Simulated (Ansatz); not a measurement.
An Ansatz (a program for electronic structure) run: GeTe with a change (tensor shear ε_xz = −0.33 %); PBEsol in Ansatz (plane waves to 420 eV, PAW, no SOC).

Input:

Ansatz 0.2 input:
```yaml
crystal:
  lattice:
    - [2.0695897198, 1.201523367, 3.4809500794]
    - [-2.0926093166, 1.201523367, 3.4946853362]
    - [-0.0115097984, -2.4030467341, 3.4878177078]
  atoms:
    - { symbol: Ge, position: [0.2383366874, 0.2383366874, 0.2383366874] }
    - { symbol: Te, position: [0.7616633126, 0.7616633126, 0.7616633126] }
basis: { ecutwfc: 420, ecutrho_ratio: 4, xc_grid: 2, fft_grid_basis: typed }
kpoints: { mp_grid: { grid: [10, 10, 10] } }
hamiltonian:
  xc: pbesol
  dispersion: none
  pseudopotentials: { kind: paw }
scf: { occupations: { method: fermi_dirac, width: 0.05 }, convergence: { dr2_threshold: 0.0000000002 } }
relax: { f_tol: 0.005, max_steps: 50 }
output: { forces: true, stress: true }
checkpoint: { write: state.ck, write_every: 1000 }
```

Output (explanatory and most iteration lines left out):

```
Relaxation: its limit of steps is 50 (relax.max_steps)
Pseudopotential: Ge, paw, valence charge 14
Pseudopotential: Te, paw, valence charge 16
Crystal: 2 atoms, lattice volume = 52.327 Å³
Basis set: ecut = 420 eV, 995 PW (Γ), exchange–correlation on 60×60×60 points (8 copies of the dense FFT grid, shifted against one another)
Bands: 19, of which v1, the nominal top of the filled ones, is band 15 counted from 1 (14 counted from 0)
Symmetry: 1 space group operations
Space group: P1 (ITA 1), of the structure as read, at distance tolerance 3.7e-5 Å
k-points: 504 of 1000 (time reversal used)
Functional: x = pbesol(κ = 0.804, μ = 0.12345679012345678), c = pbesol(β = 0.046)
SCF iter   1: F=—  HF=-11155.206088 eV  |F-HF|=—  |Δ(HF+E_count)|=         —  Δρ=2.09e-3  dr2=2.36e-3  ethr=1.77e-3  ⟨swp⟩=6.0  Hψ=49414  notcnv=0
SCF iter   2: F=—  HF=-11155.204130 eV  |F-HF|=—  |Δ(HF+E_count)|=   1.96e-3  Δρ=9.47e-4  dr2=2.91e-4  ethr=7.88e-6  ⟨swp⟩=2.2  Hψ=19886  notcnv=0
SCF 1 converged in 8 iterations: F = -11155.204134 eV  dr2 = 2.77e-11
relax step   1: F+E_penalty+E_count = -11155.20413429 eV  Δ(F+E_penalty+E_count) = +0.000e0 eV  max|allowed force component| = 1.656e-2 eV/Å  Δτ_max = 0.0000 Å  (8 SCF iters, accepted)
Crystal: 2 atoms, lattice volume = 52.327 Å³
SCF iter   1: F=—  HF=-11155.204213 eV  |F-HF|=—  |Δ(HF+E_count)|=         —  Δρ=1.63e-4  dr2=9.37e-6  ethr=3.00e-8  ⟨swp⟩=2.0  Hψ=34258  notcnv=0
SCF iter   2: F=—  HF=-11155.204212 eV  |F-HF|=—  |Δ(HF+E_count)|=   6.83e-7  Δρ=7.54e-5  dr2=1.79e-6  ethr=3.00e-8  ⟨swp⟩=1.0  Hψ=9576  notcnv=0
SCF 2 converged in 6 iterations: F = -11155.204211 eV  dr2 = 4.15e-12
relax step   2: F+E_penalty+E_count = -11155.20421135 eV  Δ(F+E_penalty+E_count) = -7.705e-5 eV  max|allowed force component| = 1.179e-2 eV/Å  Δτ_max = 0.0027 Å  (6 SCF iters, accepted)
Crystal: 2 atoms, lattice volume = 52.327 Å³
SCF iter   1: F=—  HF=-11155.204296 eV  |F-HF|=—  |Δ(HF+E_count)|=         —  Δρ=3.89e-4  dr2=5.31e-5  ethr=1.76e-6  ⟨swp⟩=3.3  Hψ=23174  notcnv=0
SCF iter   2: F=—  HF=-11155.204290 eV  |F-HF|=—  |Δ(HF+E_count)|=   5.99e-6  Δρ=1.79e-4  dr2=1.01e-5  ethr=1.77e-7  ⟨swp⟩=1.0  Hψ=13608  notcnv=0
SCF 3 converged in 6 iterations: F = -11155.204290 eV  dr2 = 1.62e-11
relax step   3: F+E_penalty+E_count = -11155.20428980 eV  Δ(F+E_penalty+E_count) = -7.846e-5 eV  max|allowed force component| = 1.037e-3 eV/Å  Δτ_max = 0.0065 Å  (6 SCF iters, accepted)
SCF converged after 6 iterations
Free energy (F): -11155.204290 eV
Internal energy: -11155.204230 eV  (E = F + TS)
E sigma→0 (E₀):  -11155.204260 eV
Entropy (-TS):   -0.000060 eV (-0.030 meV/atom)
Fermi energy:    9.829241 eV
--- Forces (eV/Å), atoms counted from 1 ---
  atom   1  Ge     0.00034739    -0.00003285     0.00103699
  atom   2  Te    -0.00034698     0.00003281    -0.00103691
--- Stress (GPa, compression-positive) ---
        0.009106      -0.148843       0.270654
       -0.148843      -0.005241      -0.002159
        0.270654      -0.002159       0.005554
  P = ⅓ Tr σ = 0.0031 GPa (0.031 kbar)
--- Relaxed structure (3 steps of the walk, 3 accepted, 0 SCFs on fresh bases) ---
  atoms:
    - { symbol: Ge, position: [0.24050531641621845, 0.2360968893761983, 0.23836479689369772] }
    - { symbol: Te, position: [0.7594946835837815, 0.7639031106238017, 0.7616352031063021] }
```

With Te present, leaving out spin-orbit coupling can change the band edges. The cells carry an imposed strain or load. No phonon test of stability was made. The cell was made from GeTe (space group R3m, No. 160) by this change: tensor shear ε_xz = −0.33 %.
